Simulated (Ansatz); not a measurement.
## Cd: experiment and calculation

**Measured values to compare with.**

A printed reference work (textbook) reports, for a bulk crystal of Cd: lattice constant a 2.98 Å; lattice constant c 5.62 Å.

The calculation below tries to reproduce these values; the comparison stands at the end.

All numbers below come from DFT PBE, scalar-relativistic, plane waves, PAW in Ansatz 0.2.0.

Cutoff 420 eV; k points 24×24×10 on the computed 2-atom cell (Γ-centred); Gaussian smearing, width 0.10 eV; no spin polarisation.

Relaxed structure:

```yaml
crystal:
  lattice:
    - [1.50937, -2.61429, 0.00000]
    - [1.50937, 2.61429, 0.00000]
    - [0.00000, 0.00000, 5.79915]
  atoms:
    - { symbol: Cd, position: [0.33333, 0.66667, 0.25000] }
    - { symbol: Cd, position: [0.66667, 0.33333, 0.75000] }
```

- Space group: P6_3/mmc (No. 194)
- Volume per atom: 22.88 Å³
- Energy over the standard state (uncorrected): -0.002 eV/atom
- Kohn–Sham band gap: none (metal)
- Density of states at the Fermi level: 0.5 states/eV per cell
- Bulk modulus: 38 GPa
- Its pressure derivative: 6.4
- Bader charge by site (e): Cd (2 in the cell) 0.00

Measured lattice constant a of Cd: 2.98 Å (a printed reference work (textbook)). This calculation gives 3.019 Å (+1.3 %). A measured lattice constant c of Cd is 5.62 Å (a printed reference work (textbook)); the calculated 5.799 Å exceeds it by 3.2 %. The calculation is for 0 K without zero-point motion.

The cell was relaxed from a distorted copy of a database structure.
